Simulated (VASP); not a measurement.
Crystal: C.

```xyz
2
Lattice="0.0000 1.7834 1.7834 1.7834 0.0000 1.7834 1.7834 1.7834 0.0000" Properties=species:S:1:pos:R:3 pbc="T T T"
C     2.6751    2.6751    2.6751
C     1.7834    1.7834    1.7834
```

This isn't the form of C at room conditions, which is graphite.

```yaml
Program: VASP 6.6.1
Task: relaxation of cell and atoms
Functional: RPBE
Dispersion: D3(BJ)
Potentials_or_basis: VASP PAW PBE potentials, release 64 (C)
Cutoff: 600 eV
k_mesh: 13 × 13 × 13
Occupations: fermi-dirac, width 0.05 eV
Spin: no spin polarisation
```

At the start: pressure -10.9 GPa; volume 5.67 Å³/atom.

Task: Where does the relaxation end?

Result: Over 3 steps the energy falls by 4.9 meV/atom and the volume is 5.53 Å³/atom (-2.5 %); space group Fd-3m (No. 227, to 0.05 Å).

The path:
| step | energy change (eV) | largest force (eV/Å) | pressure (GPa) | volume (Å³) |
| --- | --- | --- | --- | --- |
| 1 | 0.0000 | 0.0000 | -10.89 | 11.34 |
| 2 | 0.0055 | 0.0000 | 14.90 | 10.72 |
| 3 | -0.0098 | 0.0000 | -0.06 | 11.06 |

Final structure:
```xyz
2
Lattice="0.0000 1.7685 1.7685 1.7685 0.0000 1.7685 1.7685 1.7685 0.0000" Properties=species:S:1:pos:R:3 pbc="T T T"
C     2.6528    2.6528    2.6528
C     1.7685    1.7685    1.7685
```

The cell as given is a measured one (5.67 Å³/atom); RPBE+D3(BJ) puts the equilibrium volume -2.5 % from it, thermal expansion not counted.

Caveat: the PAW data sets were made with another functional, which shifts forces and pressure a little.
